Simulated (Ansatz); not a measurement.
The system is CuI (Marshite).

```
I Cu
1.0
     0.00000    3.03150    3.03150
     3.03150    0.00000    3.03150
     3.03150    3.03150    0.00000
I Cu
1 1
Direct
  0.00000 0.00000 0.00000
  0.75000 0.75000 0.75000
```

- Program: Ansatz 0.2.0
- Task: relaxation of cell and atoms
- Functional: PBE
- Dispersion: D3(BJ)
- Potentials or basis: Ansatz PAW
- Cutoff: 420 eV (not typed: the program's choice for these potentials)
- k mesh: 8 × 8 × 8
- Occupations: fermi-dirac, width 0.05 eV
- Spin: no spin polarisation

At the start: volume 27.86 Å³/atom.

Problem. Where does the relaxation end?

Solution. It ends after 3 steps and the volume is 26.61 Å³/atom (-4.5 %); space group F-43m (No. 216, to 0.05 Å).

Step by step:
```
step  energy change (eV)  largest force (eV/Å)  volume (Å³)
   1              0.0000                0.0000        55.72
   2             -0.0167                0.0000        53.23
   3             -0.0159                0.0000        53.23
```

Final structure:
```yaml
crystal:
  lattice:
    - [0.00000, 2.98565, 2.98565]
    - [2.98565, 0.00000, 2.98565]
    - [2.98565, 2.98565, 0.00000]
  atoms:
    - { symbol: I, position: [0.00000, 0.00000, 0.00000] }
    - { symbol: Cu, position: [0.75000, 0.75000, 0.75000] }
```

Caveat: the plane-wave basis is chosen anew once the cell has moved, so the energies of steps on either side of that aren't comparable.
